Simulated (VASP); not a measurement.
Crystal: AlP.

```
CELL_PARAMETERS angstrom
0.00000 2.72550 2.72550
2.72550 0.00000 2.72550
2.72550 2.72550 0.00000
ATOMIC_POSITIONS crystal
Al 0.00000 0.00000 0.00000
P 0.25000 0.25000 0.25000
```

| Property | Result |
| --- | --- |
| Program | VASP 6.6.1 |
| Task | relaxation of cell and atoms |
| Functional | PBE |
| Potentials or basis | VASP PAW PBE potentials, release 64 (Al, P) |
| Cutoff | 600 eV |
| k mesh | 8 × 8 × 8 |
| Occupations | gaussian, width 0.03 eV |
| Spin | no spin polarisation |

At the start: pressure 2.6 GPa; volume 20.25 Å³/atom.

**Question.** Where does the relaxation end?

**Answer.** Over 3 steps the energy falls by 5.0 meV/atom and the volume is 20.86 Å³/atom (+3.0 %); space group F-43m (No. 216, to 0.05 Å).

The path:
```csv
step,energy change (eV),largest force (eV/Å),pressure (GPa),volume (Å³)
1,0.0000,0.0000,2.65,40.49
2,-0.0065,0.0000,-1.43,42.48
3,-0.0099,0.0000,0.01,41.73
```

Final structure:
```yaml
crystal:
  lattice:
    - [0.00000, 2.75290, 2.75290]
    - [2.75290, 0.00000, 2.75290]
    - [2.75290, 2.75290, 0.00000]
  atoms:
    - { symbol: Al, position: [0.00000, 0.00000, 0.00000] }
    - { symbol: P, position: [0.25000, 0.25000, 0.25000] }
```
